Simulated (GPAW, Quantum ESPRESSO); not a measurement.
Consider Ga (P2_1/m).

```cif
data_structure
_symmetry_space_group_name_H-M 'P 1'
_symmetry_Int_Tables_number 1
_cell_length_a 2.7784
_cell_length_b 3.2816
_cell_length_c 4.2104
_cell_angle_alpha 90.000
_cell_angle_beta 108.607
_cell_angle_gamma 90.000
_cell_volume 36.38
loop_
_atom_site_label
_atom_site_type_symbol
_atom_site_fract_x
_atom_site_fract_y
_atom_site_fract_z
_atom_site_occupancy
Ga1 Ga 0.13460 0.75000 0.77017 1
Ga2 Ga 0.86540 0.25000 0.22983 1
```

Absorber: atom 1, with 6 Ga at 2.71 to 2.81 Å, 2 Ga at 2.84 Å and 2 Ga at 3.28 Å (10-fold, site symmetry m). Method: GPAW, LDA, excited-electron core hole (neutral cell), 12-atom cell with 6.6 Å between holes, 4×4×4 k points, dipole transitions, Gaussian full width 1.82 eV up to 4 eV, rising linearly to 3.5 eV at 25 eV.

This is not the structure that Ga takes at ambient pressure and room temperature (space group No. 64); it is a model or a phase of other conditions.

Q: What does the Ga K edge look like?

Main maxima up to 28 eV above the zero (height): 2.8 eV (1.31), 7.0 eV (1.27), 10.2 eV (1.28) and 19.0 eV (0.77). A K edge sees empty p states on the absorber. 

The Ga K spectrum (energy from the lowest empty level; intensity scaled to a mean of 1 over the first 20 eV; polarised curves are means over the symmetry-equivalent atoms):

```csv
E (eV),isotropic,ε ∥ x,ε ∥ y,ε ∥ z
-2.0,0.01,0.01,0.01,0.01
-1.5,0.03,0.03,0.03,0.03
-1.0,0.10,0.11,0.10,0.10
-0.5,0.26,0.27,0.26,0.25
0.0,0.50,0.51,0.53,0.47
0.5,0.77,0.75,0.84,0.70
1.0,0.98,0.93,1.13,0.88
1.5,1.12,1.05,1.33,0.99
2.0,1.22,1.16,1.44,1.06
2.5,1.29,1.29,1.48,1.11
3.0,1.31,1.36,1.46,1.11
3.5,1.27,1.32,1.39,1.10
4.0,1.22,1.23,1.31,1.13
4.5,1.19,1.18,1.23,1.16
5.0,1.18,1.21,1.16,1.17
5.5,1.19,1.27,1.12,1.17
6.0,1.21,1.31,1.12,1.22
6.5,1.25,1.32,1.14,1.29
7.0,1.27,1.31,1.16,1.33
7.5,1.24,1.29,1.15,1.29
8.0,1.21,1.25,1.13,1.24
8.5,1.19,1.21,1.12,1.24
9.0,1.21,1.20,1.13,1.31
9.5,1.25,1.19,1.15,1.41
10.0,1.28,1.18,1.16,1.49
10.5,1.26,1.13,1.16,1.50
11.0,1.21,1.07,1.12,1.43
11.5,1.10,0.99,1.03,1.28
12.0,0.96,0.92,0.90,1.07
12.5,0.81,0.85,0.74,0.84
13.0,0.68,0.78,0.62,0.64
13.5,0.60,0.74,0.55,0.52
14.0,0.58,0.73,0.55,0.47
14.5,0.61,0.74,0.59,0.50
15.0,0.66,0.78,0.66,0.56
15.5,0.72,0.80,0.72,0.64
16.0,0.76,0.81,0.76,0.70
16.5,0.77,0.79,0.77,0.74
17.0,0.77,0.77,0.77,0.77
17.5,0.77,0.75,0.75,0.79
18.0,0.77,0.75,0.75,0.80
18.5,0.77,0.77,0.75,0.80
19.0,0.77,0.78,0.75,0.80
19.5,0.77,0.78,0.74,0.78
20.0,0.75,0.78,0.72,0.76
20.5,0.73,0.77,0.70,0.73
21.0,0.71,0.75,0.68,0.71
21.5,0.70,0.74,0.66,0.69
22.0,0.68,0.71,0.65,0.68
22.5,0.67,0.68,0.65,0.66
23.0,0.65,0.64,0.66,0.65
23.5,0.64,0.60,0.68,0.63
24.0,0.63,0.55,0.72,0.62
24.5,0.62,0.49,0.76,0.61
25.0,0.62,0.45,0.81,0.60
25.5,0.62,0.41,0.85,0.59
26.0,0.62,0.39,0.89,0.58
26.5,0.62,0.38,0.91,0.57
27.0,0.61,0.37,0.91,0.56
27.5,0.61,0.37,0.90,0.55
28.0,0.60,0.37,0.89,0.53
28.5,0.59,0.38,0.86,0.52
```

The script folds with a Gaussian, whereas the core hole's own line is a Lorentzian, so the onset is too steep and the first peak too high. The mesh is coarse (0.30 Å⁻¹ between points), so small maxima may be mesh ripples. Lifetime broadening is put in by hand, and intensities beyond about 20 eV depend on it and on the partial waves; weight that the partial waves miss at high energy is lost. The structure is a computed Materials Project entry and may be a hypothetical form.

[Banner, clock and machine lines of the logs are left out without a mark of their own.]

[Logs are printed without paths, hosts, clocks, repeated set-up lines and the standing remarks that a program may print on its own settings, such as how far it seeks lower states.]

[Hosts, paths, dates, database ids (printed as entryN), source tags and the programs' standing remarks are cut or masked in the printed files.]

[Lists of maxima count a maximum above −3 eV only where it reaches 4 % of the highest in the window and stands out from its surroundings by 2 % of it (1.5 % where it reaches 55 %); shoulders and weaker maxima are passed over, and of the rest the first, up to two pre-edge ones and the few strongest are named.]
